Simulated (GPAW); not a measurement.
Crystal: Co.

```xyz
2
Lattice="2.4720 0.0000 0.0000 -1.2360 2.1408 0.0000 0.0000 0.0000 4.0211" Properties=species:S:1:pos:R:3 pbc="T T T"
Co    1.2360    0.7136    3.0159
Co    0.0000    1.4272    1.0053
```

Program: GPAW 26.7.0. Alike in all runs: task band structure; spin collinear, ferromagnetic start; cell as given; cutoff (eV) 600; smearing fermi-dirac 0.05 eV.

Task: Order these runs on this cell by their pressure, lowest first.
A. level PBEsol; potentials or basis PAW data sets generated in the run's folder for this functional, pw; k mesh 12 × 12 × 7; band points 80
B. level revPBE; potentials or basis the program's PAW data sets (release 1.2.1) made for this functional, pw; k mesh 12 × 12 × 7; band points 60
C. level r4SCAN; potentials or basis GPAW PAW data sets (gpaw-data 1.2.1), pw; k mesh 9 × 9 × 5; band points 100
D. level BLYP; potentials or basis PAW data sets generated in the run's folder for this functional, pw; k mesh 12 × 12 × 7; band points 80; eigensolver davidson
E. level OLYP; potentials or basis PAW data sets generated in the run's folder for this functional, pw; k mesh 9 × 9 × 5; band points 60; eigensolver davidson

Result: A (-5.3 GPa), C (-1.0 GPa), E (4.4 GPa), B (9.3 GPa), D (13.9 GPa).

Caveats: the PAW data sets were made with another functional, which shifts forces and pressure a little (some runs).

Not every run made on this cell is shown here.
